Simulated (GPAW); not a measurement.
Here is a GPAW 26.7.0 calculation.

The input run.py:

```python
from ase import Atoms
from ase.dft.bandgap import bandgap
from ase.io import write
from ase.units import GPa
from gpaw import GPAW, PW

atoms = Atoms(['Ca'],
              cell=[[-2.2052049036, 2.2052049036, 2.19611481],
                    [2.2052049036, -2.2052049036, 2.19611481],
                    [2.2052049036, 2.2052049036, -2.19611481]],
              scaled_positions=[[0.5, 0.5, 0.0]],
              pbc=True)

calc = GPAW(mode=PW(600),
            xc='PBE',
            kpts={'size': (9, 9, 9), 'gamma': True},
            occupations={'name': 'fermi-dirac', 'width': 0.05},
            nbands=12,
            convergence={'density': 1e-05, 'energy': 1e-05},
            maxiter=150,
            txt='gpaw.txt')
atoms.calc = calc
energy = atoms.get_potential_energy()
forces = atoms.get_forces()
stress = atoms.get_stress()
calc.write('gs.gpw')
write('result.traj', atoms)
print(f'Energy: {energy:.6f} eV')
print('Forces (eV/A):')
print(forces.round(4))
print('Stress (GPa):', (stress / GPa).round(3))
print('Fermi level:', round(calc.get_fermi_level(), 4), 'eV')
print(f'Gap: {bandgap(calc)[0]:.4f} eV, direct: {bandgap(calc, direct=True)[0]:.4f} eV')
```

Potentials or basis: GPAW PAW data sets (gpaw-data 1.2.1), pw.

Run with:

```bash
$ OMP_NUM_THREADS=1 python run.py
```

Question: What does it give for the band gap on the k mesh?

Answer: None (metal or under the smearing width).

Question: Estimate the pressure.

Answer: -0.1 GPa.
